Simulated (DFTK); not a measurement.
The system is Cr.

```
Cr
1.0
     2.71400    0.00000    0.00000
    -1.35700    2.35039    0.00000
     0.00000    0.00000    4.41000
Cr
2
Direct
  0.66667 0.33333 0.75000
  0.33333 0.66667 0.25000
```

This isn't the form of Cr at room conditions, which is bcc.

Base run:

```yaml
Program: DFTK 0.8.2
Functional: PBE
Potentials_or_basis: dojo.nc.sr.pbe.v0_4_1.standard.upf (PBE)
Cutoff: 1279 eV
k_mesh: 8 × 8 × 4
Occupations: fermi-dirac, width 0.05 eV
Spin: collinear spin, antiferromagnetic start
Starting_moments: "[3.0, -3.0] μB"
```

Its results: band gap on the k mesh none (metal or under the smearing width); pressure -5.3 GPa.

**Question.** After a change of settings the same cell gave: band gap on the k mesh none (metal or under the smearing width); pressure -27.8 GPa. Which change was it?
A. spin from collinear spin, antiferromagnetic start to no spin polarisation
B. spin from collinear spin, antiferromagnetic start to collinear spin, ferromagnetic start; moments at the start from [3.0, -3.0] to [3.0, 3.0]
C. spin from collinear spin, antiferromagnetic start to collinear spin, ferromagnetic start; moments at the start from [3.0, -3.0] to [4.5, 4.5]

**Answer.** A.
